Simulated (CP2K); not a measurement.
# TiSi2 (Fddd) in CP2K: relaxation of cell and atoms with LDA

Aim: the relaxation of cell and atoms of TiSi2 with LDA.

Everything below comes from runs of CP2K 2026.2. Logs are shortened: lines on timing, memory, paths and dates and some standing lists are left out, and cuts for length are marked.

**1. The structure**

Symmetry: Fddd, No. 70, orthorhombic system. Conventional cell: a = 4.779 Å, b = 8.235 Å, c = 8.526 Å, α = 90.00°, β = 90.00°, γ = 90.00°. Around Ti (site symmetry 222) lie 10 Si at 2.55 to 2.78 Å. Si (site symmetry 2) is surrounded by 5 Si at 2.52 to 2.79 Å and 5 Ti at 2.55 to 2.78 Å.

The cell is a database's computed one.

**2. Relaxation of cell and atoms, LDA**

Input file tisi2_vcrelax.inp:

```
&GLOBAL
  PROJECT tisi2_vcrelax
  RUN_TYPE CELL_OPT
  PRINT_LEVEL LOW
&END GLOBAL
&FORCE_EVAL
  METHOD QS
  STRESS_TENSOR ANALYTICAL
  &DFT
    BASIS_SET_FILE_NAME BASIS_MOLOPT_UZH
    POTENTIAL_FILE_NAME GTH_POTENTIALS
    &MGRID
      CUTOFF 450
      REL_CUTOFF 60
      NGRIDS 4
    &END MGRID
    &QS
      METHOD GPW
      EPS_DEFAULT 1.0E-10
      EXTRAPOLATION USE_PREV_P
    &END QS
    &KPOINTS
      SCHEME MONKHORST-PACK 6 6 6
      GAMMA_CENTERED T
    &END KPOINTS
    &SCF
      SCF_GUESS ATOMIC
      EPS_SCF 1.0E-6
      MAX_SCF 100
      ADDED_MOS 24
      CHOLESKY OFF
      EPS_EIGVAL 1.0E-7
      &DIAGONALIZATION ON
        ALGORITHM STANDARD
      &END DIAGONALIZATION
      &MIXING ON
        METHOD BROYDEN_MIXING
        ALPHA 0.4
        BETA 1.5
        NBUFFER 8
      &END MIXING
      &SMEAR ON
        METHOD FERMI_DIRAC
        ELECTRONIC_TEMPERATURE [K] 580.226
      &END SMEAR
    &END SCF
    &XC
      &XC_FUNCTIONAL
        &LDA_X
        &END LDA_X
        &LDA_C_PW
        &END LDA_C_PW
      &END XC_FUNCTIONAL
    &END XC
    &PRINT
      &KPOINTS ON
      &END KPOINTS
      &MULLIKEN ON
        &EACH
          CELL_OPT 0
        &END EACH
        ADD_LAST NUMERIC
      &END MULLIKEN
      &MO ON
        ENERGIES T
        OCCUPATION_NUMBERS T
        &EACH
          QS_SCF 0
          CELL_OPT 0
        &END EACH
        ADD_LAST NUMERIC
      &END MO
    &END PRINT
  &END DFT
  &SUBSYS
    &CELL
      ABC 5.9267392795 4.8869280056 4.7606415439
      ALPHA_BETA_GAMMA 75.7931090952 53.0668921343 51.1399987712
      PERIODIC XYZ
    &END CELL
    &COORD
      SCALED
      Ti  0.7500000000 0.7500000000 0.7500000000
      Ti  0.5000000000 0.5000000000 0.5000000000
      Si  0.4125656100 0.0874343900 0.4125656100
      Si  0.0874343900 0.4125656100 0.0874343900
      Si  0.1625656100 0.8374343900 0.1625656100
      Si  0.8374343900 0.1625656100 0.8374343900
    &END COORD
    &KIND Ti
      BASIS_SET TZVP-MOLOPT-PBE-GTH-q12
      POTENTIAL GTH-PADE-q12
    &END KIND
    &KIND Si
      BASIS_SET TZVP-MOLOPT-PBE-GTH-q4
      POTENTIAL GTH-PADE-q4
    &END KIND
    &PRINT
      &ATOMIC_COORDINATES ON
      &END ATOMIC_COORDINATES
      &CELL ON
      &END CELL
    &END PRINT
  &END SUBSYS
  &PRINT
    &FORCES ON
    &END FORCES
    &STRESS_TENSOR ON
    &END STRESS_TENSOR
  &END PRINT
&END FORCE_EVAL
&MOTION
  &CELL_OPT
    OPTIMIZER BFGS
    MAX_ITER 40
    MAX_FORCE [eV*angstrom^-1] 0.05
    RMS_FORCE [eV*angstrom^-1] 0.05
    MAX_DR 1.0E-2
    RMS_DR 1.0E-2
    EXTERNAL_PRESSURE [bar] 0.0
    PRESSURE_TOLERANCE [bar] 200
    KEEP_SPACE_GROUP T
  &END CELL_OPT
  &PRINT
    &TRAJECTORY ON
    &END TRAJECTORY
    &CELL ON
    &END CELL
    &FORCES ON
    &END FORCES
    &STRESS ON
    &END STRESS
    &RESTART OFF
    &END RESTART
    &RESTART_HISTORY OFF
    &END RESTART_HISTORY
  &END PRINT
&END MOTION
```

Potentials or basis: GTH_POTENTIALS Ti GTH-PADE-q12, Si GTH-PADE-q4; TZVP-MOLOPT-PBE-GTH basis.

The run is started by

```console
OMP_NUM_THREADS=1 mpirun -n 3 cp2k.psmp -i tisi2_vcrelax.inp -o tisi2_vcrelax.out
```

tisi2_vcrelax.out:

```text

 CP2K| version string:                                       CP2K version 2026.2
 CP2K| Input file name                                         tisi2_vcrelax.inp

 GLOBAL| Force Environment number                                              1
 GLOBAL| Basis set file name                                    BASIS_MOLOPT_UZH
 GLOBAL| Potential file name                                      GTH_POTENTIALS
 GLOBAL| MM Potential file name                                     MM_POTENTIAL
 GLOBAL| Coordinate file name                                      __STD_INPUT__
 GLOBAL| Method name                                                        CP2K
 GLOBAL| Project name                                              tisi2_vcrelax
 GLOBAL| Run type                                                       CELL_OPT
 GLOBAL| FFT library                                                       FFTW3
 GLOBAL| Diagonalization library                                       ScaLAPACK
 GLOBAL| Cholesky decomposition library                                ScaLAPACK
 GLOBAL| DGEMM library                                                      BLAS
 GLOBAL| Direct generalized diagonalization requested                          F
 GLOBAL| Matrix multiplication library                                 ScaLAPACK
 GLOBAL| Global print level                                                  LOW
 GLOBAL| Total number of message passing processes                             3
 GLOBAL| Number of threads for this process                                    1
 GLOBAL| CPU model name                                                  UNKNOWN

 CELL| Volume [angstrom^3]:                                            83.884063
 CELL| Vector a [angstrom]:       5.927     0.000     0.000   |a| =     5.926739
 CELL| Vector b [angstrom]:       3.066     3.805     0.000   |b| =     4.886928
 CELL| Vector c [angstrom]:       2.861    -0.804     3.719   |c| =     4.760642
 CELL| Angle (b,c), alpha [degree]:                                    75.793109
 CELL| Angle (a,c), beta  [degree]:                                    53.066892
 CELL| Angle (a,b), gamma [degree]:                                    51.139999
 CELL| Numerically orthorhombic:                                              NO
 CELL| Periodicity                                                           XYZ

 CELL_REF| Volume [angstrom^3]:                                        83.884063
 CELL_REF| Vector a [angstrom     5.927     0.000     0.000   |a| =     5.926739
 CELL_REF| Vector b [angstrom     3.066     3.805     0.000   |b| =     4.886928
 CELL_REF| Vector c [angstrom     2.861    -0.804     3.719   |c| =     4.760642
 CELL_REF| Angle (b,c), alpha [degree]:                                75.793109
 CELL_REF| Angle (a,c), beta  [degree]:                                53.066892
 CELL_REF| Angle (a,b), gamma [degree]:                                51.139999
 CELL_REF| Numerically orthorhombic:                                          NO
 CELL_REF| Periodicity                                                       XYZ
[... 9 lines left out ...]
 TOTAL NUMBERS AND MAXIMUM NUMBERS

  Total number of            - Atomic kinds:                                   2
[... 491 lines left out ...]
 OPT|
 OPT| RMS step size                                                 0.0307163038
 OPT| Convergence limit for RMS step size                           0.0100000000
 OPT| RMS step size is converged                                              NO
 OPT|
 OPT| Maximum gradient                                              0.0031147088
 OPT| Convergence limit for maximum gradient                        0.0009723453
 OPT| Maximum gradient is converged                                           NO
 OPT|
 OPT| RMS gradient                                                  0.0010156439
 OPT| Convergence limit for RMS gradient                            0.0009723453
 OPT| RMS gradient is converged                                               NO
 OPT|
 OPT| Pressure deviation [bar]                                   1936.2242369957
 OPT| Pressure tolerance [bar]                                    200.0000000000
 OPT| Pressure is converged                                                   NO
 OPT| **************************************************************************
[... 901 lines left out ...]
 OPT|
 OPT| RMS step size                                                 0.0001708678
 OPT| Convergence limit for RMS step size                           0.0100000000
 OPT| RMS step size is converged                                             YES
 OPT|
 OPT| Maximum gradient                                              0.0001552255
 OPT| Convergence limit for maximum gradient                        0.0009723453
 OPT| Maximum gradient is converged                                          YES
 OPT|
 OPT| RMS gradient                                                  0.0000637506
 OPT| Convergence limit for RMS gradient                            0.0009723453
 OPT| RMS gradient is converged                                              YES
 OPT|
 OPT| Pressure deviation [bar]                                    -30.8041101107
 OPT| Pressure tolerance [bar]                                    200.0000000000
 OPT| Pressure is converged                                                  YES
 OPT| **************************************************************************

 *******************************************************************************
 ***                    GEOMETRY OPTIMIZATION COMPLETED                      ***
 *******************************************************************************

 write_final_structure: Optimization converged, writing XYZ file gladly:
  tisi2_vcrelax-FINAL-1_9.xyz

 write_final_structure: Optimization converged, writing CIF file gladly:
  tisi2_vcrelax-FINAL-1_9.cif

 write_final_structure: Done!

                    Reevaluating energy at the minimum

 CELL| Volume [angstrom^3]:                                            80.940265
 CELL| Vector a [angstrom]:       5.872     0.000     0.000   |a| =     5.872073
 CELL| Vector b [angstrom]:       3.063     3.753     0.000   |b| =     4.844010
 CELL| Vector c [angstrom]:       2.865    -0.772     3.673   |c| =     4.721372
 CELL| Angle (b,c), alpha [degree]:                                    75.116824
 CELL| Angle (a,c), beta  [degree]:                                    52.647500
 CELL| Angle (a,b), gamma [degree]:                                    50.784405
 CELL| Numerically orthorhombic:                                              NO
 CELL| Periodicity                                                           XYZ
[... 729 lines left out ...]
 MO|     43               0.920368              25.044492               0.000000
 MO|     44               0.946713              25.761368               0.000000
 MO| Sum:                                                              41.999991
 MO| E(Fermi):            0.403065 a.u.         10.967967 eV

 [... the levels of further k-points ...]

 !-----------------------------------------------------------------------------!
                     Mulliken Population Analysis

 #  Atom  Element  Kind  Atomic population                           Net charge
       1     Ti       1         11.922416                              0.077584
       2     Ti       1         11.922410                              0.077590
       3     Si       2          4.038885                             -0.038885
       4     Si       2          4.038703                             -0.038703
       5     Si       2          4.038702                             -0.038702
       6     Si       2          4.038884                             -0.038884
 # Total charge                             40.000000                 -0.000000

 !-----------------------------------------------------------------------------!

 ENERGY| Total FORCE_EVAL ( QS ) energy [hartree]           -132.340621999748663
```

Wall time 16 min (3 MPI ranks of Arm Neoverse N1, shared host).

What came out:

```yaml
Free_energy: -3601.1715 eV
Energy_gained_by_relaxing: 8.4 meV/atom
Ionic_steps: 11
Pressure_after_relaxing: 0.0 GPa
Largest_force_after_relaxing: 0.089 eV/Å
Band_gap_on_the_k_mesh: none (metal or under the smearing width)
Mulliken_charges: Ti +0.08; Si -0.04 e
```

Forces on the atoms (eV/Å):
```
Ti   0.077  0.016  0.042
Ti  -0.077 -0.016 -0.042
Si   0.038  0.021  0.013
Si   0.021 -0.008  0.029
Si  -0.021  0.008 -0.029
Si  -0.038 -0.021 -0.013
```

Stress tensor (GPa, compression positive):
```
-0.86 -1.15 -1.41
-1.15  0.33 -0.35
-1.41 -0.35  0.47
```

The path:
| step | energy change (eV) | largest force (eV/Å) | volume (Å³) |
| --- | --- | --- | --- |
| 1 | 0.0000 | 0.1140 | 83.88 |
| 2 | -0.0131 | 0.1106 | 83.48 |
| 3 | -0.0477 | 0.0908 | 80.85 |
| 4 | -0.0487 | 0.0879 | 80.99 |
| 5 | -0.0501 | 0.0757 | 81.17 |
| 6 | -0.0510 | 0.0752 | 81.22 |
| 7 | -0.0506 | 0.0841 | 81.09 |
| 8 | -0.0502 | 0.0881 | 80.98 |
| 9 | -0.0501 | 0.0887 | 80.95 |
| 10 | -0.0501 | 0.0889 | 80.94 |
| 11 | -0.0501 | 0.0889 | 80.94 |

Levels at points of the mesh, in eV from the Fermi level:
```tsv
k point	band 17	band 18	band 19	band 20	band 21	band 22	band 23	band 24
(0.00, 0.00, 0.00)	-2.38	-2.07	-1.80	-1.45	-1.01	2.08	3.21	3.42
(0.00, 0.00, 0.50)	-2.05	-1.20	-0.14	0.08	1.03	1.41	1.73	2.29
(0.00, 0.50, 0.00)	-2.07	-1.14	-0.11	0.07	1.02	1.38	1.69	2.25
(0.00, 0.50, 0.50)	-1.29	-1.29	-0.73	-0.72	0.86	0.89	2.31	2.34
(0.50, 0.00, 0.00)	-2.09	-1.16	-0.10	0.13	1.03	1.40	1.82	2.32
(0.50, 0.00, 0.50)	-2.43	-2.39	-0.96	-0.93	1.25	1.26	3.36	3.41
(0.50, 0.50, 0.00)	-1.67	-1.60	-1.10	-1.08	0.75	0.76	3.28	3.33
(0.50, 0.50, 0.50)	-2.10	-1.21	-0.09	0.07	0.97	1.36	1.78	2.21
```

Caveat: Mulliken charges move with the basis; more than 0.5 GPa of stress was left at the end, so the final cell isn't listed; the basis of atomic orbitals isn't converged, which shifts pressures, moduli and gaps.
